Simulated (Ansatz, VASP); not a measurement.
**Two plane-wave programs on Ag**

The input INCAR:

```
PREC = Accurate ; ENCUT = 520
EDIFF = 1E-7 ; ISMEAR = -1
SIGMA = 0.05 ; LREAL = F
LASPH = T ; NELM = 100
ALGO = Normal ; ISIF = 2
LWAVE = F ; LCHARG = F
GGA = PS ; NBANDS = 12
```

File KPOINTS:

```
regular mesh
0
Gamma
  11 11 11
```

File POSCAR:

```
Ag
1.0
   -1.6445418934      1.6445418934      1.6445418934
    1.6445418934     -1.6445418934      1.6445418934
    1.6445418934      1.6445418934     -1.6445418934
Ag
1
Direct
    0.0000000000      0.0000000000      0.0000000000
```

input.yaml

```yaml
crystal:
  lattice:
    - [-1.6445418934, 1.6445418934, 1.6445418934]
    - [1.6445418934, -1.6445418934, 1.6445418934]
    - [1.6445418934, 1.6445418934, -1.6445418934]
  atoms:
    - { symbol: Ag, position: [0.0, 0.0, 0.0] }
hamiltonian:
  xc: pbesol
  pseudopotentials: { kind: paw }
kpoints:
  mp_grid: { grid: [11, 11, 11] }
scf:
  occupations: { method: fermi_dirac, width: 0.05 }
output:
  forces: true
  stress: true
  eigenvalues: true
```

Change from the starting cell: volume scaled by 0.98.

Alike in both runs: task single point; functional PBEsol; k mesh 11 × 11 × 11; occupations fermi-dirac, width 0.05 eV; no spin polarisation.

```csv
,VASP,Ansatz
version,VASP 6.6.1,Ansatz 0.2.0
potentials or method,"VASP PAW PBE potentials, release 64 (Ag)",Ansatz PAW
plane-wave cutoff (eV),520,420
valence electrons in the cell,11,19
```

VASP gave:

- gap on the k mesh at the Fermi level (eV): none
- pressure (GPa): -5.9

Question: Which values does Ansatz return?

Answer: gap on the k mesh at the Fermi level (eV): none; pressure (GPa): -5.7.

A gap of «none» marks a metal or a gap that the smearing closes. The two sets of potentials don't hold the same shells in valence.

Caveats: the PAW data sets were made with another functional, which shifts forces and pressure a little (VASP); the PAW data sets come from PBE, with cores solved anew for the run's functional, which leaves a small shift of forces and pressure (Ansatz).
